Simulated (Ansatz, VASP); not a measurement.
**As in VASP and in Ansatz**

Contents of INCAR:

```
SYSTEM = As
ALGO = Normal ; EDIFF = 1E-8
ENCUT = 520 ; GGA = PE
ISIF = 2 ; ISMEAR = -1
LASPH = .True. ; LCHARG = .False.
LEFG = .True. ; LREAL = .False.
LWAVE = .False. ; NBANDS = 12
NELM = 60 ; PREC = Accurate
SIGMA = 0.05
```

The input KPOINTS:

```
k-points
0
Gamma
  4 4 4
  0 0 0
```

POSCAR

```
As
1.0
    1.8797494575      1.0852738553      3.4857700000
   -1.8797494575      1.0852738553      3.4857700000
    0.0000000000     -2.1705477106      3.4857700000
As
2
Direct
    0.2275400000      0.2275400000      0.2275400000
    0.7724600000      0.7724600000      0.7724600000
```

Input for Ansatz:

```yaml
crystal:
  lattice:
    - [1.8797494575, 1.0852738553, 3.48577]
    - [-1.8797494575, 1.0852738553, 3.48577]
    - [0.0, -2.1705477106, 3.48577]
  atoms:
    - { symbol: As, position: [0.22754, 0.22754, 0.22754] }
    - { symbol: As, position: [0.77246, 0.77246, 0.77246] }
kpoints:
  mp_grid: { grid: [4, 4, 4] }
scf:
  occupations: { method: fermi_dirac, width: 0.05 }
hamiltonian:
  xc: pbe
  pseudopotentials: { kind: paw }
output:
  forces: true
  stress: true
  eigenvalues: true
  efg: { contact_densities: true }
  write_density: true
  write_potential: true
  elf: true
  volumetric_format: npy
```

Alike in both runs: task electric field gradients; functional PBE; k mesh 4 × 4 × 4; occupations fermi-dirac, width 0.05 eV; no spin polarisation.

|  | VASP | Ansatz |
| --- | --- | --- |
| version | VASP 6.6.1 | Ansatz 0.2.0 |
| potentials or method | VASP PAW PBE potentials, release 64 (As) | PAW with Ansatz's default frozen-core files, scalar-relativistic |
| plane-wave cutoff (eV) | 520 | 420 |
| valence electrons in the cell | 10 | 30 |

Ansatz gave:

| Item | Value |
| --- | --- |
| pressure (GPa) | 3.6 |
| largest component of the traceless stress (GPa) | 2.75 |
| rms of the force components (eV/Å) | 0.074 |
| Vzz of the field gradient on the site that differs most (V/Å²) | -39.9 |

What did VASP give for the same quantities?

Pressure (GPa): 3.9; largest component of the traceless stress (GPa): 2.87; rms of the force components (eV/Å): 0.047; Vzz of the field gradient on the site that differs most (V/Å²): -36.5.

Atom by atom the forces differ by 0.028 eV/Å (rms over components). The two sets of potentials don't hold the same shells in valence.

Caveats: the k mesh is coarse (spacing up to 0.51 Å⁻¹), so the values aren't converged.
